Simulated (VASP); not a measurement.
Here is a VASP 6.6.1 calculation.

INCAR

```
SYSTEM = BAs
PREC     = Accurate       ! precision mode
ENCUT    = 600            ! plane-wave cutoff, eV
EDIFF    = 1E-7           ! SCF threshold, eV
ISMEAR   = 0              ! smearing method
SIGMA    = 0.03           ! smearing width, eV
LREAL    = .FALSE.        ! projectors in reciprocal space
LASPH    = .TRUE.         ! aspherical terms in the spheres
NELM     = 80             ! most SCF steps
ALGO     = Normal         ! electronic algorithm
ISIF     = 2              ! what is computed and relaxed
LWAVE    = .FALSE.        ! write WAVECAR
LCHARG   = .FALSE.        ! write CHGCAR
METAGGA  = R2SCAN         ! meta-GGA
LMIXTAU  = .TRUE.       
IBRION   = 2              ! ionic algorithm
NSW      = 40             ! ionic steps
EDIFFG   = -0.01          ! ionic threshold
```

Contents of KPOINTS:

```
regular mesh
0
G
  10 10 10
  0 0 0
```

The input POSCAR:

```
BAs                                     
1.0
    0.0000000000      2.3443244208      2.3443244208
    2.3443244208      0.0000000000      2.3443244208
    2.3443244208      2.3443244208      0.0000000000
  B               As            
     1     1
Direct
     0.0000000000000000    0.0000000000000000    0.0000000000000000
     0.2500000000000000    0.2500000000000000    0.2500000000000000
```

Potentials or basis: VASP PAW PBE potentials, release 64 (B, As).

Launch:

```console
$ cat potpaw_PBE.64/B/POTCAR potpaw_PBE.64/As/POTCAR > POTCAR
$ mpirun -np 1 vasp_std > vasp.out
```

(1) Estimate the band gap on the k mesh.

Answers

(1) 1.31 eV, indirect (least direct gap 3.51 eV).

Caveat: the relaxation stopped at its first step, so nothing moved.
